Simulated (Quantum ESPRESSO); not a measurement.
# Ti (P6_3/mmc) in Quantum ESPRESSO: notebook, part 2 of 2

Quantum ESPRESSO 7.5. The steps go on from the part before.

## 3. Phonons, LDA

Input file pw.in:

```
&CONTROL
  calculation = 'scf'
  prefix = 'pwscf'
  outdir = './tmp'
  pseudo_dir = './pseudo'
  tprnfor = .true.
  tstress = .true.
  disk_io = 'low'
/
&SYSTEM
  ibrav = 0
  celldm(1) = 8
  nat = 2
  ntyp = 1
  ecutwfc = 84
  nbnd = 19
  occupations = 'smearing'
  smearing = 'mv'
  degauss = 0.01469973
/
&ELECTRONS
  conv_thr = 4d-10
  electron_maxstep = 120
  mixing_beta = 0.5
/
ATOMIC_SPECIES
Ti    47.8670 Ti.upf
CELL_PARAMETERS alat
  0.6968365084558   0.0000000000000   0.0000000000000
 -0.3484182542279   0.6034781186156   0.0000000000000
  0.0000000000000   0.0000000000000   1.1054897829061
ATOMIC_POSITIONS crystal
Ti     0.6666666667    0.3333333333    0.7500000000
Ti     0.3333333333    0.6666666667    0.2500000000
K_POINTS automatic
8 8 5 0 0 0
```

Input file relax.in:

```
&CONTROL
  calculation = 'vc-relax'
  prefix = 'pwscf'
  outdir = './tmp'
  pseudo_dir = './pseudo'
  tprnfor = .true.
  tstress = .true.
  disk_io = 'low'
  nstep = 40
  forc_conv_thr = 0.0001
  etot_conv_thr = 1d-06
/
&SYSTEM
  ibrav = 0
  celldm(1) = 8
  nat = 2
  ntyp = 1
  ecutwfc = 84
  nbnd = 19
  occupations = 'smearing'
  smearing = 'mv'
  degauss = 0.01469973
/
&ELECTRONS
  conv_thr = 4d-10
  electron_maxstep = 120
  mixing_beta = 0.5
/
&IONS
  ion_dynamics = 'bfgs'
/
&CELL
  cell_dynamics = 'bfgs'
  press = 0
  press_conv_thr = 0.2
/
ATOMIC_SPECIES
Ti    47.8670 Ti.upf
CELL_PARAMETERS alat
  0.6968365084558   0.0000000000000   0.0000000000000
 -0.3484182542279   0.6034781186156   0.0000000000000
  0.0000000000000   0.0000000000000   1.1054897829061
ATOMIC_POSITIONS crystal
Ti     0.6666666667    0.3333333333    0.7500000000
Ti     0.3333333333    0.6666666667    0.2500000000
K_POINTS automatic
8 8 5 0 0 0
```

Input file scf2.in:

```
&CONTROL
  calculation = 'scf'
  prefix = 'pwscf'
  outdir = './tmp'
  pseudo_dir = './pseudo'
  tprnfor = .true.
  tstress = .true.
  disk_io = 'low'
/
&SYSTEM
  ibrav = 0
  celldm(1) = 8
  nat = 2
  ntyp = 1
  ecutwfc = 84
  nbnd = 19
  occupations = 'smearing'
  smearing = 'mv'
  degauss = 0.01469973
/
&ELECTRONS
  conv_thr = 1d-13
  electron_maxstep = 120
  mixing_beta = 0.5
  startingpot = 'file'
  startingwfc = 'file'
/
ATOMIC_SPECIES
Ti    47.8670 Ti.upf
CELL_PARAMETERS alat
  0.6765128048445  -0.0000000000000   0.0000000000000
 -0.3382564024222   0.5858772749808   0.0000000000000
  0.0000000000000   0.0000000000000   1.0718825952833
ATOMIC_POSITIONS crystal
Ti     0.6666666666    0.3333333332    0.7500000000
Ti     0.3333333332    0.6666666666    0.2500000000
K_POINTS automatic
8 8 5 0 0 0
```

Input file ph.in:

```
phonons of Ti
&INPUTPH
  prefix = 'pwscf'
  outdir = './tmp'
  tr2_ph = 1d-18
  fildyn = 'dyn'
  niter_ph = 90
  alpha_mix(1) = 0.4
/
0.0000000000 0.0000000000 0.4664689978
```

Potentials or basis: PseudoDojo 0.4.1 SR LDA standard.

Run with:

```
OMP_NUM_THREADS=1 mpirun -n 4 pw.x -nk 4 -in pw.in > pw.out
OMP_NUM_THREADS=1 mpirun -n 4 pw.x -nk 4 -in relax.in > relax.out
OMP_NUM_THREADS=1 mpirun -n 4 pw.x -nk 4 -in scf2.in > scf2.out
OMP_NUM_THREADS=1 mpirun -n 4 ph.x -nk 4 -in ph.in > ph.out
```

pw.out:

```text
This program is part of the open-source Quantum ESPRESSO suite
     for quantum simulation of materials; please cite
[... 6 lines left out ...]
     using ibrav=0 with symmetry is DISCOURAGED, use correct ibrav instead

     K-points division:     npool     =       4
     Subspace diagonalization in iterative solution of the eigenvalue problem:
     a serial algorithm will be used

     G-vector sticks info
     --------------------
     sticks:   dense  smooth     PW     G-vecs:    dense   smooth      PW
     Sum         721     721    211                24711    24711    3981

     Using Slab Decomposition

     bravais-lattice index     =            0
     lattice parameter (alat)  =       8.0000  a.u.
     unit-cell volume          =     238.0220 (a.u.)^3
     number of atoms/cell      =            2
     number of atomic types    =            1
[... 160 lines left out ...]

     End of self-consistent calculation

          k = 0.0000 0.0000 0.0000 (  3067 PWs)   bands (ev):

   -43.4165 -43.2811 -20.3269 -19.6848 -19.6848 -19.6312 -19.5858 -19.5858
     6.7664  10.2142  13.6064  13.6064  13.6631  13.7075  14.0930  14.0930
    14.4250  14.4250  15.9375
[... 171 lines left out ...]
   -43.2728 -43.2671 -20.1544 -20.1329 -19.9563 -19.8926 -19.7418 -19.7206
    11.1243  11.3513  12.0187  12.1413  12.6591  12.8131  14.3472  14.7943
    15.9168  16.0916  18.7319

     the Fermi energy is    12.8435 ev

!    total energy              =    -237.37499851 Ry
     estimated scf accuracy    <          6.8E-12 Ry
     smearing contrib. (-TS)   =       0.00030422 Ry
     internal energy E=F+TS    =    -237.37530273 Ry

     The total energy is F=E-TS. E is the sum of the following terms:
     one-electron contribution =     -82.64872226 Ry
     hartree contribution      =      48.81469153 Ry
     xc contribution           =     -34.45919402 Ry
     ewald contribution        =    -169.08207799 Ry

     convergence has been achieved in  10 iterations

     Forces acting on atoms (cartesian axes, Ry/au):

     atom    1 type  1   force =     0.00000000    0.00000000    0.00000000
     atom    2 type  1   force =     0.00000000   -0.00000000    0.00000000

     Total force =     0.000000     Total SCF correction =     0.000000

     Computing stress (Cartesian axis) and pressure

          total   stress  (Ry/bohr**3)                   (kbar)     P=      -98.07
  -0.00064864  -0.00000000   0.00000000          -95.42       -0.00        0.00
  -0.00000000  -0.00064864  -0.00000000           -0.00      -95.42       -0.00
   0.00000000  -0.00000000  -0.00070275            0.00       -0.00     -103.38

=------------------------------------------------------------------------------=
   JOB DONE.
=------------------------------------------------------------------------------=
```

relax.out:

```text
This program is part of the open-source Quantum ESPRESSO suite
     for quantum simulation of materials; please cite
[... 6 lines left out ...]
     using ibrav=0 with symmetry is DISCOURAGED, use correct ibrav instead

     K-points division:     npool     =       4
[... 2509 lines left out ...]
   0.00000077  -0.00000000   0.00000000            0.11       -0.00        0.00
  -0.00000000   0.00000077   0.00000000           -0.00        0.11        0.00
   0.00000000  -0.00000000   0.00000119            0.00       -0.00        0.17

=------------------------------------------------------------------------------=
   JOB DONE.
=------------------------------------------------------------------------------=
```

scf2.out:

```text
This program is part of the open-source Quantum ESPRESSO suite
     for quantum simulation of materials; please cite
[... 6 lines left out ...]
     using ibrav=0 with symmetry is DISCOURAGED, use correct ibrav instead

     K-points division:     npool     =       4
[... 333 lines left out ...]
   0.00000075  -0.00000000  -0.00000000            0.11       -0.00       -0.00
  -0.00000000   0.00000075   0.00000000           -0.00        0.11        0.00
   0.00000000  -0.00000000   0.00000116            0.00       -0.00        0.17

=------------------------------------------------------------------------------=
   JOB DONE.
=------------------------------------------------------------------------------=
```

It took 3.1 min on 4 MPI ranks of Arm Neoverse V1, shared host; peak memory 0.36 GiB.

What came out:

| Quantity | Value |
| --- | --- |
| Free energy | -3229.7510 eV |
| Relaxed volume | 16.12 Å³/atom |
| Relaxed cell | a = 2.864 Å, b = 2.864 Å, c = 4.538 Å, α = 90.00°, β = 90.00°, γ = 120.00° |
| Space group after relaxing (to 0.05 Å) | P6_3/mmc (No. 194) |
| Pressure after relaxing | 0.0 GPa |
| Band gap on the k mesh | none (metal or under the smearing width) |
| Highest phonon frequency at the q point run | 190 cm⁻¹ |
| Most unstable mode | 52i cm⁻¹ |

Step by step:
| step | energy change (eV) | largest force (eV/Å) | pressure (GPa) | volume (Å³) |
| --- | --- | --- | --- | --- |
| 1 | 0.0000 | 0.0000 | -9.81 | 35.27 |
| 2 | -0.0799 | 0.0000 | -4.72 | 33.54 |
| 3 | -0.0994 | 0.0000 | 0.67 | 32.07 |
| 4 | -0.0997 | 0.0000 | -0.04 | 32.25 |
| 5 | -0.0997 | 0.0000 | 0.00 | 32.24 |
| 6 | -0.0997 | 0.0000 | 0.01 | 32.23 |
| 7 | -0.0997 | 0.0000 | 0.01 | 32.23 |

Final structure:
```xyz
2
Lattice="2.8640 0.0000 0.0000 -1.4320 2.4803 0.0000 0.0000 0.0000 4.5377" Properties=species:S:1:pos:R:3 pbc="T T T"
Ti    1.4320    0.8268    3.4033
Ti    0.0000    1.6535    1.1344
```

Phonon frequencies in cm⁻¹ (negative: imaginary):
```tsv
q point	frequencies
(0.000, 0.000, 0.500)	-52 -52 -52 -52 190 190
```

Caveat: the mesh is thin for the phonons of a metal; some modes are imaginary; the q point doesn't lie on the k mesh, which can shift a metal's frequencies strongly unless the mesh is converged.
